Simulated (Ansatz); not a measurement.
# ZnS: the cost of one run

Program: Ansatz 0.2.0. Level of theory: DFT PBEsol, scalar-relativistic, plane waves, PAW. These are calculated values, not measurements.

The COD entry's cell or inner coordinates are ideal or old and differ from later refinements, so a difference from it is no clean test against experiment.

1 further run of the same task is left out (set aside as unsound or not needed).

## Step 1: The system as given

Symmetry: F-43m, No. 216, cubic system. The conventional cell has a = 5.356 Å, b = 5.356 Å, c = 5.356 Å, α = 90.00°, β = 90.00°, γ = 90.00°. Zn (site symmetry -43m) has 4 S at 2.32 Å in its first shell of neighbours. Around S (site symmetry -43m) lie 4 Zn at 2.32 Å.

Coordinates:

```cif
data_structure
_symmetry_space_group_name_H-M 'F-43m'
_symmetry_Int_Tables_number 216
_cell_length_a 5.3555
_cell_length_b 5.3555
_cell_length_c 5.3555
_cell_angle_alpha 90.000
_cell_angle_beta 90.000
_cell_angle_gamma 90.000
_cell_volume 153.61
loop_
_atom_site_label
_atom_site_type_symbol
_atom_site_symmetry_multiplicity
_atom_site_Wyckoff_symbol
_atom_site_fract_x
_atom_site_fract_y
_atom_site_fract_z
_atom_site_occupancy
Zn1 Zn 4 d 0.25000 0.25000 0.75000 1
S1 S 4 a 0.00000 0.00000 0.00000 1
```

It is the result of an earlier relaxation at this level (volume 19.20 Å³/atom; gap on the mesh: 2.09 eV).

## Step 2: The [110] wire, 14 host atoms a period

The wire is cut from the relaxed crystal, periodic along c with vacuum across. Atoms and period relax; energies count from the bulk, -2083.7202 eV an atom.

The cell holds 7 Zn, 7 S: a = 16.600 Å, b = 17.300 Å, c = 3.787 Å, α = 90.00°, β = 90.00°, γ = 90.00°.

## Step 3: The relaxation run

Pressure and volume refer to the whole cell with its vacuum; only the period along c may change.

Input file input.yaml:

```yaml
crystal:
  lattice:
    - [16.6, 0.0, 0.0]
    - [0.0, 17.3, 0.0]
    - [0.0, 0.0, 3.7869388769]
  atoms:
    - { symbol: Zn, position: [0.5, 0.5, 0.5], spin: 0.3 }
    - { symbol: S, position: [0.5, 0.7321766035, 0.0], spin: 0.3 }
    - { symbol: S, position: [0.5, 0.4226077988, 0.0], spin: 0.3 }
    - { symbol: Zn, position: [0.614064424, 0.6547844023, 0.0], spin: 0.3 }
    - { symbol: Zn, position: [0.614064424, 0.3452155977, 0.0], spin: 0.3 }
    - { symbol: S, position: [0.385935576, 0.5773922012, 0.5], spin: 0.3 }
    - { symbol: S, position: [0.385935576, 0.2678233965, 0.5], spin: 0.3 }
    - { symbol: Zn, position: [0.385935576, 0.6547844023, 1.0], spin: 0.3 }
    - { symbol: Zn, position: [0.385935576, 0.3452155977, 1.0], spin: 0.3 }
    - { symbol: S, position: [0.614064424, 0.5773922012, 0.5], spin: 0.3 }
    - { symbol: Zn, position: [0.271871152, 0.5, 0.5], spin: 0.3 }
    - { symbol: Zn, position: [0.728128848, 0.5, 0.5], spin: 0.3 }
    - { symbol: S, position: [0.271871152, 0.4226077988, 1.0], spin: 0.3 }
    - { symbol: S, position: [0.728128848, 0.4226077988, 0.0], spin: 0.3 }
basis:
  ecutwfc: 420
kpoints:
  mp_grid: { grid: [1, 1, 9] }
hamiltonian:
  xc: pbesol
scf:
  occupations: { method: gaussian, width: 0.05 }
  lower_state_search: "off"
output:
  forces: true
  stress: true
  eigenvalues: true
  populations: true
  write_density: true
  write_potential: true
  elf: true
  volumetric_format: npy
magnetization:
  spin_polarized: true
relax:
  adjacent_minimum: "off"
  f_tol: 0.02
  max_steps: 45
  cell: { fix: [a, b, alpha, beta, gamma], stress_tol: 0.03 }
```

On the command line:

```sh
ansatz run input.yaml --threads 4 --pin off --max-ram 11264MiB --backend cpu --events-out ev --progress --plain --runs-dir out
```

**Question.** How long does this run take on 4 threads of Intel Xeon Platinum 8259CL at 2.50GHz (Skylake/Cascade Lake), shared host, and how much memory does it need?

About 12 min, with a peak of 2.5 GiB.
